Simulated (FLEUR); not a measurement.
# Sr (Fm-3m) in FLEUR: notebook

Runs on Sr. Level: PBEsol. Tasks: single point.

Everything below comes from runs of FLEUR MaX-R8.1 (later development tree). Logs are shortened: lines on timing, memory, paths and dates and some standing lists are left out, and cuts for length are marked.

## Step 1: Starting point

The structure is cubic, space group Fm-3m (No. 225). Conventional cell: a = 6.085 Å, b = 6.085 Å, c = 6.085 Å, α = 90.00°, β = 90.00°, γ = 90.00°. Sr (site symmetry m-3m) is surrounded by 12 Sr at 4.30 Å.

## Step 2: Single point, PBEsol

inp.xml reads:

```xml
<?xml version="1.0" encoding="UTF-8" standalone="no"?>
<fleurInput fleurInputVersion="0.39">
   <comment>
      Sr                                                                                                  
   </comment>
   <calculationSetup>
      <cutoffs Kmax="4.1" Gmax="12.7" GmaxXC="12.7" numbands="0"/>
      <scfLoop itmax="60" minDistance="0.00001" maxIterBroyd="15" imix="Anderson" alpha="0.05" precondParam="0.0" spinf="2.0" sdNocoIR="T"/>
      <coreElectrons ctail="T" frcor="F" kcrel="0" coretail_lmax="0"/>
      <xcFunctional name="PBEs" relativisticCorrections="F"/>
      <magnetism jspins="1"/>
      <soc l_soc="F" theta="0.0" phi="0.0" spav="F"/>
      <expertModes spex="0" secvar="F"/>
      <geometryOptimization l_f="T" forcealpha="1.0" forcemix="BFGS" epsdisp="0.0005" epsforce="0.0002"/>
      <ldaU l_linMix="F" mixParam="0.05" spinf="1.0"/>
   </calculationSetup>
   <cell>
      <bzIntegration valenceElectrons="10.0" mode="hist" fermiSmearingEnergy="0.00183747">
         <kPointListSelection listName="default-1"/>
         <!-- k-points included here -->
         <xi:include xmlns:xi="http://www.w3.org/2001/XInclude" href="kpts.xml"> </xi:include>
      </bzIntegration>
      <!-- symmetry operations included here -->
      <xi:include xmlns:xi="http://www.w3.org/2001/XInclude" href="sym.xml"> </xi:include>
      <bulkLattice scale="1.0">
         <bravaisMatrix>
            <row-1>    0.0000000000000000     5.7492082751768097     5.7492082751768097</row-1>
            <row-2>    5.7492082751768097     0.0000000000000000     5.7492082751768097</row-2>
            <row-3>    5.7492082751768097     5.7492082751768097     0.0000000000000000</row-3>
         </bravaisMatrix>
      </bulkLattice>
   </cell>
   <atomSpecies>
      <species name="Strontium (Sr)" element="Sr" atomicNumber="38">
         <mtSphere radius="2.66" gridPoints="879" logIncrement="0.014"/>
         <atomicCutoffs lmax="10" lnonsphr="10"/>
         <electronConfig flipSpins="F">
            <coreConfig>(1s1/2) (2s1/2) (2p1/2) (2p3/2) (3s1/2) (3p1/2) (3p3/2) (3d3/2) (3d5/2)</coreConfig>
            <valenceConfig>(4s1/2) (4p1/2) (4p3/2) (5s1/2)</valenceConfig>
         </electronConfig>
         <energyParameters s="5" p="4" d="4" f="4"/>
         <lo type="SCLO" l="0" n="4" eDeriv="0"/>
         <lo type="HELO" l="1" n="5" eDeriv="0"/>
         <lo type="HELO" l="1" n="5" eDeriv="1"/>
         <lo type="SCLO" l="2" n="4" eDeriv="2"/>
         <lo type="SCLO" l="3" n="4" eDeriv="2"/>
      </species>
   </atomSpecies>
   <atomGroups>
      <atomGroup species="Strontium (Sr)">
         <relPos label="                   1">.0000000000 .0000000000 .0000000000</relPos>
         <force calculate="T" relaxXYZ="TTT"/>
      </atomGroup>
   </atomGroups>
   <output dos="F" band="F" slice="F">
      <checks vchk="F" cdinf="F"/>
      <bandDOS minEnergy="-.5*Htr" maxEnergy="0.5*Htr" sigma="0.015" storeEVData="T"/>
      <vacuumDOS vacdos="F" integ="F" star="F" nstars="0" locx1="0.0" locy1="0.0" locx2="0.0" locy2="0.0" nstm="0" tworkf="0.0"/>
      <unfoldingBand unfoldBand="F" supercellX="1" supercellY="1" supercellZ="1"/>
      <plotting iplot="0" polar="F">
         <plot TwoD="T" vec1="  1.0  0.0  0.0" vec2="  0.0  1.0  0.0" vec3="  0.0  0.0  1.0" zero="  0.0  0.0  0.0" file="plot"/>
      </plotting>
      <chargeDensitySlicing numkpt="0" minEigenval="0.0" maxEigenval="0.0" nnne="0" pallst="F"/>
      <specialOutput eonly="F"/>
      <moessbauerParams electricFieldGradient="T" isomerShift="T" coreHyperfine="T" valenceHyperfine="T"/>
      <magneticCircularDichroism mcd="F" energyLo="-10.0" energyUp="0.0"/>
   </output>
  <!-- We include the file relax.xml here to enable relaxations (see documentation) -->
  <xi:include xmlns:xi="http://www.w3.org/2001/XInclude" href="relax.xml"> <xi:fallback/> </xi:include>
</fleurInput>
```

crystal.txt reads:

```
Sr
&input cartesian=F /
0.0000000000  3.0423500000  3.0423500000
3.0423500000  0.0000000000  3.0423500000
3.0423500000  3.0423500000  0.0000000000
1.8897261246
1.0 1.0 1.0

1
38 0.0000000000  0.0000000000  0.0000000000

&kpt div1=8 div2=8 div3=8 gamma=T /
```

Potentials or basis: all-electron, FLAPW.

The run is started by

```sh
inpgen -f crystal.txt -profile fastHighL
# inp.xml edited to the form shown
fleur_MPI
```

The log of the run:

```text
Welcome to FLEUR        (www.flapw.de)
      MaX-Release 8.1          (www.max-centre.eu)

 ========== k-point set info ==========
 Selected k-point list: default-1
 k-point list type: mesh
 8 x 8 x 8
 Number of k points: 29

 ------------Calculation Setup---------------------------
 Number of MPI-tasks      :            1
 Number of PE/node        :            1
 Number of OMP-threads    :            1
 Most efficient MPI parallelization for:
           1          29
 Additional eigenvalue parallelization possible
 Number of basis functions:          494
 Approximate size of matrices (H+S) per k-point:         0.004 GB
 --------------------------------------------------------
 Iteration:     1   Distance:       1.44409441 me/bohr^3
 Iteration:     2   Distance:       1.37119498 me/bohr^3
 Iteration:     3   Distance:       0.20999340 me/bohr^3
 Iteration:     4   Distance:       0.16032646 me/bohr^3
 Iteration:     5   Distance:       0.03063262 me/bohr^3
 Iteration:     6   Distance:       0.00516892 me/bohr^3
 Iteration:     7   Distance:       0.00385025 me/bohr^3
 Iteration:     8   Distance:       0.00038894 me/bohr^3
 Iteration:     9   Distance:       0.00003932 me/bohr^3
 Iteration:    10   Distance:       0.00002724 me/bohr^3
 Iteration:    11   Distance:       0.00000248 me/bohr^3

 ********************************************************************
 Run finished successfully
 Stop message:
   Structural relaxation: Done
 ********************************************************************
```

out.xml (last iteration):

```text
<iteration numberForCurrentRun="   12" overallNumber="   12">
         <energyParameters units="Htr">
            <atomicEP atomType="1" spin="1" branch="5s" branchLowest="-1.13" branchHighest="2.18" value="0.1082877064"/>
            <atomicEP atomType="1" spin="1" branch="4p" branchLowest="-9.09" branchHighest="-0.39" value="-0.5256538155"/>
            <atomicEP atomType="1" spin="1" branch="4d" branchLowest="-4.40" branchHighest="0.79" value="0.2122516836"/>
            <atomicEP atomType="1" spin="1" branch="4f" branchLowest="-9.99" branchHighest="1.95" value="0.4444149150"/>
            <loAtomicEP atomType="1" spin="1" branch="4s" branchLowest="-11.94" branchHighest="-1.13" value="-1.1987086280"/>
            <heloAtomicEP atomType="1" spin="1" branch="5p" branchLowest="1.77" branchHighest="1.77" value="1.7726716246"/>
            <heloAtomicEP atomType="1" spin="1" branch="5p" branchLowest="1.77" branchHighest="1.77" value="1.7726716246"/>
            <loAtomicEP atomType="1" spin="1" branch="4d" branchLowest="-4.40" branchHighest="0.79" value="0.2117604542"/>
            <loAtomicEP atomType="1" spin="1" branch="4f" branchLowest="-9.99" branchHighest="1.95" value="0.4444168392"/>
         </energyParameters>
         <eigenvalues>
            <eigenvaluesAt spin="1" ikpt="1" k_x="0.00000000" k_y="0.00000000" k_z="0.00000000">
                      -1.1984902127       -0.5334503640       -0.5334503640       -0.5334503640        0.0123730148
                       0.2304057017        0.2304057017        0.2304057017        0.2832152561
            </eigenvaluesAt>
            <eigenvaluesAt spin="1" ikpt="2" k_x="0.00000000" k_y="0.00000000" k_z="0.12500000">
                      -1.1984228095       -0.5344557362       -0.5335865960       -0.5335865960        0.0213421909
                       0.2172333343        0.2342178413        0.2342178413        0.2784437738
            </eigenvaluesAt>
            <eigenvaluesAt spin="1" ikpt="3" k_x="0.00000000" k_y="0.00000000" k_z="0.25000000">
                      -1.1982599310       -0.5368482621       -0.5339148239       -0.5339148239        0.0463250513
                       0.1911943467        0.2358612125        0.2358612125        0.2812881288
            </eigenvaluesAt>
            <eigenvaluesAt spin="1" ikpt="4" k_x="0.00000000" k_y="0.00000000" k_z="0.37500000">
                      -1.1980968083       -0.5391932535       -0.5342416131       -0.5342416131        0.0806978764
                       0.1646868231        0.2286305366        0.2286305366        0.3043228137
            </eigenvaluesAt>
         </eigenvalues>
         <bandgap value="0.0283665682" units="eV"/>
         <sumValenceSingleParticleEnergies value="-5.4141728020" units="Htr"/>
         <FermiEnergy value="0.1445955269" units="Htr"/>
         <valenceDensity>
            <mtCharges spin="1">
               <mtCharge atomType="1" total="7.9667799" s="2.1007330" p="5.7277427" d="0.1378535" f="0.0004341"/>
            </mtCharges>
            <spinDependentCharge spin="1" total="10.0000000" interstitial="2.0332201" mtSpheres="7.9667799"/>
            <totalCharge value="10.0000000000"/>
         </valenceDensity>
         <coreStates atomType="     1" atomicNumber=" 38" spin="1" kinEnergy="   3225.9165772808" eigValSum="  -1870.4773658787" lostElectrons=" 0.000020">
            <state n="1" l="0" j="0.5" energy="-584.7443150789" weight="1.0000000000"/>
            <state n="2" l="0" j="0.5" energy="-78.9057802129" weight="1.0000000000"/>
            <state n="2" l="1" j="0.5" energy="-71.7963372906" weight="1.0000000000"/>
            <state n="2" l="1" j="1.5" energy="-69.2850557377" weight="2.0000000000"/>
            <state n="3" l="0" j="0.5" energy="-11.9376169685" weight="1.0000000000"/>
            <state n="3" l="1" j="0.5" energy="-9.3566820234" weight="1.0000000000"/>
            <state n="3" l="1" j="1.5" energy="-8.9713915874" weight="2.0000000000"/>
            <state n="3" l="2" j="1.5" energy="-4.4373679909" weight="2.0000000000"/>
            <state n="3" l="2" j="2.5" energy="-4.3701069110" weight="3.0000000000"/>
         </coreStates>
         <allElectronCharges>
            <spinDependentCharge spin="1" total="38.0000000" interstitial="2.0332398" mtSpheres="35.9667602"/>
            <totalCharge value="37.9999999961"/>
         </allElectronCharges>
         <moessbauerParams unitsHFF="kG" unitsIS="e/bohr^3" unitsEFG="Htr/bohr^2">
            <coreIsomerShift atomType="1" isTotal="61227.39705">
               <shell n="1" l="0" isomerShift="54384.47936"/>
               <shell n="2" l="0" isomerShift="5779.86584"/>
               <shell n="2" l="1" isomerShift="74.76579"/>
               <shell n="3" l="0" isomerShift="975.21931"/>
               <shell n="3" l="1" isomerShift="13.06674"/>
               <shell n="3" l="2" isomerShift="0.00000"/>
            </coreIsomerShift>
            <isomerShift atomType="1" nucleusRadius="0.0001049" averageDensity="61371.04433"/>
            <electricFieldGradient atomType="1" VXX="0.00000" VYY="0.00000" VZZ="0.00000" asymParam="0.00000">
            </electricFieldGradient>
         </moessbauerParams>
         <totalEnergy                                    value="    -3177.9405810150" units="Htr">
            <sumOfEigenvalues                            value="    -1875.8915386807">
               <coreElectrons value="-1870.4773658787"/>
               <valenceElectrons value="-5.4141728020"/>
            </sumOfEigenvalues>
            <densityCoulombPotentialIntegral value="-5013.4499237998"/>
            <densityEffectivePotentialIntegral value="-5148.9938446484"/>
            <chargeDenXCDenIntegral value="-103.2374060306"/>
            <FockExchangeEnergyValence value="0.0000000000"/>
            <FockExchangeEnergyCore value="0.0000000000"/>
            <atomTypeDependentContributions atomType="1">
               <electronNucleiInteractionDifferentMTs value="3826.0265978727"/>
               <MadelungTerm value="-15.0539211796"/>
            </atomTypeDependentContributions>
            <tkbTimesEntropy value="0.0003173877"/>
            <freeEnergy value="-3177.9408984027"/>
            <extrapolationTo0K value="-3177.9407397089"/>
         </totalEnergy>
         <totalForcesOnRepresentativeAtoms units="Htr/bohr">
            <forceTotal atomType="1" x="0.000000" y="0.000000" z="0.000000" F_x="0.00000000" F_y="0.00000000" F_z="0.00000000"/>
         </totalForcesOnRepresentativeAtoms>
      </iteration>
```

It took 19 s on 1 thread of Intel Xeon 6975P-C (Granite Rapids), shared host; peak memory 0.07 GiB.

Results:

```yaml
Free_energy: -86476.1773 eV
Band_gap_on_the_k_mesh: none (metal or under the smearing width)
Valence_electrons_inside_the_program's_atomic_spheres: Sr 7.97 (radii Sr 2.66 bohr)
```

Levels at points of the mesh, in eV from the Fermi level:
```
           k point  band 3  band 4  band 5  band 6  band 7  band 8
(0.00, 0.00, 0.00)  -18.45  -18.45   -3.60    2.34    2.34    2.34
(0.00, 0.00, 0.50)  -18.48  -18.48   -1.10    0.06    2.18    2.18
(0.00, 0.50, 0.50)  -18.52  -18.52   -0.59    0.38    1.02    4.80
```

Core levels (eV from the Fermi level):
| atom | levels |
| --- | --- |
| 1 Sr | 1s1/2 -15915.6, 2s1/2 -2151.1, 2p1/2 -1957.6, 2p3/2 -1889.3, 3s1/2 -328.8, 3p1/2 -258.5, 3p3/2 -248.1, 3d3/2 -124.7, 3d5/2 -122.9 |

(Part 1 of 2 ends here.)
